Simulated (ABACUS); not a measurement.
The system is TePb.

```
CELL_PARAMETERS angstrom
0.00000 3.23100 3.23100
3.23100 0.00000 3.23100
3.23100 3.23100 0.00000
ATOMIC_POSITIONS crystal
Pb 0.00000 0.00000 0.00000
Te 0.50000 0.50000 0.50000
```

Base run:

- Program: ABACUS 3.10.1
- Functional: B86bPBE
- Potentials or basis: GBRV ultrasoft 1.5 PBE
- Cutoff: 544 eV
- Density cutoff: 4354 eV
- Basis: plane waves
- k mesh: 6 × 6 × 6
- Occupations: fermi-dirac, width 0.05 eV
- Spin: no spin polarisation

Its results: band gap on the k mesh 0.72 eV, direct; pressure 2.4 GPa.

The run is repeated on the same cell with these changes: functional from B86bPBE to rPW86PBE. What comes out?

Band gap on the k mesh 0.69 eV, direct; pressure 4.8 GPa.

Caveats: the potentials were made for another functional, which shifts forces and pressure; spin-orbit coupling is left out, which as a rule narrows the gap of such compounds by several tenths of an eV.

A k mesh can miss the band edges.

Not every run made on this cell is shown here.
